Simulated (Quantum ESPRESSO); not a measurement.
HfN under changes of volume

One of the cells (14.793 Å³/atom); the others are scaled copies at fixed shape and fractional positions:

```
Hf N
1.0
     0.00000    2.45482    2.45482
     2.45482    0.00000    2.45482
     2.45482    2.45482    0.00000
Hf N
1 1
Direct
  0.00000 0.00000 0.00000
  0.25000 0.25000 0.25000
```

The cell comes from a database or a generator and needn't be the stable form of this composition.

```yaml
Program: Quantum ESPRESSO 7.5
Functional: LDA
Potentials_or_basis: GBRV 1.5 LDA
Cutoff: 612 eV
Density_cutoff: 4898 eV
k_mesh: 9 × 9 × 9
Occupations: fermi-dirac, width 0.05 eV
Spin: no spin polarisation
```

| volume (Å³/atom) | energy over the lowest point (meV/atom) | pressure (GPa) |
| --- | --- | --- |
| 13.906 | 1.59 | 3.0 |
| 14.201 | 0.00 | -1.7 |
| 14.497 | 6.59 | -5.9 |
| 14.793 | 20.48 | -9.6 |
| 15.089 | ? | ? |
| 15.385 | 67.14 | -16.0 |
| 15.681 | 98.73 | -18.7 |

Q: What does the run at 15.089 Å³/atom give?

A: Energy over the lowest point 40.88 meV/atom; pressure -13.0 GPa.

Worked out: A Birch-Murnaghan fit of order 3 (a polynomial in V^(-2/3)) to the other rows has its minimum at 14.11 Å³/atom with B0 = V·E''(V) = 217 GPa and B' = 4.2. It gives 40.87 meV/atom at 15.089 Å³/atom, against the run's 40.88, and -dE/dV = -12.7 GPa, against -13.0.

Energies are extrapolated to zero smearing.
